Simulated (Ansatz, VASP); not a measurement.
# AlN in two plane-wave programs, part 2 of 2

Aim: how closely do two programs agree when they are given the same cell, functional and k mesh? The cell is taken from a series of VASP runs on this material, whose earlier steps may have relaxed, scaled or displaced it; both programs get it as it stands.

VASP 6.6.1 and Ansatz 0.2.0.

So far: The structure; Ansatz: relaxation of cell and atoms, LDA; VASP: relaxation of cell and atoms, LDA.

### Step 3. VASP: relaxation of cell and atoms, LDA (continued)

Level of this step: LDA; plane waves and PAW (Al, N) (VASP).

Numbers of over 12 decimals in the logs are rounded to 6 here.

Parts of OUTCAR (step 3):

```text
ion  position               nearest neighbor table
   1  0.333  0.667  0.000-   4 1.88   4 1.88   4 1.88   3 1.93   2 3.09   2 3.09   2 3.09   2 3.09
                             2 3.09   2 3.09
   2  0.667  0.333  0.500-   3 1.88   3 1.88   3 1.88   4 1.93   1 3.09   1 3.09   1 3.09   1 3.09
                             1 3.09   1 3.09
   3  0.333  0.667  0.382-   2 1.88   2 1.88   2 1.88   1 1.93
   4  0.667  0.333  0.882-   1 1.88   1 1.88   1 1.88   2 1.93

  LATTYP: Found a hexagonal cell.
 ALAT       =     3.0912359556
 C/A-ratio  =     1.6329113924

 Subroutine GETGRP returns: Found 12 space group operations
 (whereof  6 operations were pure point group operations)

The static configuration has the point symmetry C_3v.
 The point group associated with its full space group is C_6v.

 Found     36 irreducible k-points:

   k-points           NKPTS =     36   k-points in BZ     NKDIM =     36   number of bands    NBANDS=     14

   dimension x,y,z NGX =    24 NGY =   24 NGZ =   40
   dimension x,y,z NGXF=    48 NGYF=   48 NGZF=   80

   ENCUT  =  560.0 eV  41.16 Ry    6.42 a.u.   5.96  5.96  9.74*2*pi/ulx,y,z

   NELECT =      16.0000    total number of electrons

 k-points in reciprocal lattice and weights: Automatic mesh
   0.00000000  0.00000000  0.00000000       0.003
   0.11111111  0.00000000  0.00000000       0.019
   0.22222222  0.00000000  0.00000000       0.019
   0.33333333  0.00000000  0.00000000       0.019
   0.44444444  0.00000000  0.00000000       0.019
   0.11111111  0.11111111  0.00000000       0.019
   0.22222222  0.11111111  0.00000000       0.037
   0.33333333  0.11111111  0.00000000       0.037
   0.44444444  0.11111111  0.00000000       0.019
[...]
0.33333333  0.22222222  0.50000000       0.037
   0.33333333  0.33333333  0.50000000       0.006

 average (electrostatic) potential at core
       1 -69.6864       2 -69.6864       3 -59.6919       4 -59.6919

 E-fermi :   6.2954

 k-point     1 :       0.0000    0.0000    0.0000
  band No.  band energies     occupation
    ...
      4       5.1976      2.00000
      5       5.1976      2.00000
      6       5.8583      2.00000
      7       5.8583      2.00000
      8       6.0856      2.00000
      9      10.4833      0.00000
     10      12.7907      0.00000
     11      16.7174      0.00000
     12      17.1624      0.00000
     13      17.1624      0.00000
    ...

 k-point     2 :       0.1111    0.0000    0.0000
  band No.  band energies     occupation
    ...
      4       4.4801      2.00000
      5       4.9939      2.00000
      6       5.1887      2.00000
      7       5.8320      2.00000
      8       6.0132      2.00000
      9      11.1461      0.00000
     10      13.3924      0.00000
     11      16.0263      0.00000
     12      16.2470      0.00000
     13      17.6180      0.00000
    ...

 k-point     3 :       0.2222    0.0000    0.0000
  band No.  band energies     occupation
    ...
      4       2.9509      2.00000
      5       3.9215      2.00000
      6       4.5774      2.00000
      7       5.7013      2.00000
      8       5.7447      2.00000
      9      12.1966      0.00000
     10      13.8490      0.00000
     11      14.4121      0.00000
     12      15.9284      0.00000
     13      17.8304      0.00000
    ...

  Total       -0.0009365     -0.0009365     -0.0016726      0.0000000     -0.0000000      0.0000000
  in kB       -0.0366311     -0.0366311     -0.0654239      0.0000000     -0.0000000      0.0000000
  external PRESSURE =      -0.0462287 kB  Pullay stress =       0.0000000 kB

  energy-cutoff  :      560.00
  volume of cell :       40.96
      direct lattice vectors                 reciprocal lattice vectors
     3.091697347  0.000000000 -0.000000000     0.323446925  0.186742169  0.000000000
    -1.545848673  2.677488444 -0.000000000     0.000000000  0.373484338  0.000000000
    -0.000000000 -0.000000000  4.948234890     0.000000000  0.000000000  0.202092266

 POSITION                                       TOTAL-FORCE (eV/Angst)
 -----------------------------------------------------------------------------------
     -0.00000      1.78499      0.00009        -0.000000      0.000000      0.000028
      1.54585      0.89250      2.47420         0.000000     -0.000000      0.000028
     -0.00000      1.78499      1.89014         0.000000     -0.000000     -0.000028
      1.54585      0.89250      4.36426        -0.000000      0.000000     -0.000028
 -----------------------------------------------------------------------------------
    total drift:                               -0.000008      0.000005     -0.000282

  FREE ENERGIE OF THE ION-ELECTRON SYSTEM (eV)
  ---------------------------------------------------
  free  energy   TOTEN  =       -32.8416938283 eV

  energy  without entropy=      -32.8416938283  energy(sigma->0) =      -32.84169383

 reached required accuracy - stopping structural energy minimisation

 total charge
# of ion       s       p       d       tot
------------------------------------------
    1        0.378   0.461   0.000   0.839
    2        0.378   0.461   0.000   0.839
    3        1.209   2.625   0.000   3.834
    4        1.209   2.625   0.000   3.834
--------------------------------------------------
tot          3.174   6.173   0.000   9.347

[... 3 further parts left out ...]
```

CONTCAR:

```
AlN
   1.00000000000000
     3.0916973466381537    0.0000000000000000   -0.0000000000000000
    -1.5458486733190768    2.6774884439605158   -0.0000000000000000
    -0.0000000000000000   -0.0000000000000000    4.9482348897455752
  Al              N
     2     2
Direct
     0.3333333300000021    0.6666666699999979    0.0000171858987184
     0.6666666699999979    0.3333333300000021    0.5000171858987185
     0.3333333300000021    0.6666666699999979    0.3819828141012795
     0.6666666699999979    0.3333333300000021    0.8819828141012794
```

### Step 4. Comparison

Known differences besides the potentials themselves: the two LDA forms differ slightly; both relaxations stop at a tolerance, which leaves soft axes loose, and VASP keeps its plane-wave basis; the cutoff is 420 eV in Ansatz and 560 eV in VASP; VASP's log shows a relativistic correction to its local exchange, Ansatz's none; Ansatz adds a Pulay correction to the stress that steers its cell, VASP none. Total energies have different zeros and are not compared.

The two programs side by side:

```csv
quantity,Ansatz,VASP,difference
volume (Å³),40.84,40.96,-0.29 %
"edge a after relaxation, in the typed setting (Å)",3.089,3.092,-0.09 %
"edge c after relaxation, in the typed setting (Å)",4.943,4.948,-0.10 %
```

The walks stopped with -0.01 GPa left in Ansatz and 0.00 GPa in VASP; each walk ends within a tolerance, so the volume difference is uncertain by about these residues over the bulk modulus, most in soft cells.

### Step 5. Results

| Quantity | Value |
| --- | --- |
| difference in volume (relaxation of cell and atoms, LDA) | -0.29 % |

What this shows: The difference in volume is -0.29 % (relaxation of cell and atoms, LDA), within the 1.2 % picked in this series as the mark of a large difference, as far as the stopping tolerances let one tell. How closely two codes agree says nothing of how well the functional describes the real material.

[Lines on the potential files, build, host, timing and source positions are cut from VASP's logs without a mark.]

[Logs are printed without paths, hosts, clocks, repeated set-up lines and the standing remarks that a program may print on its own settings, such as how far it seeks lower states.]

[Hosts, paths, dates, database ids (printed as entryN), source tags and the programs' standing remarks are cut or masked in the printed files.]
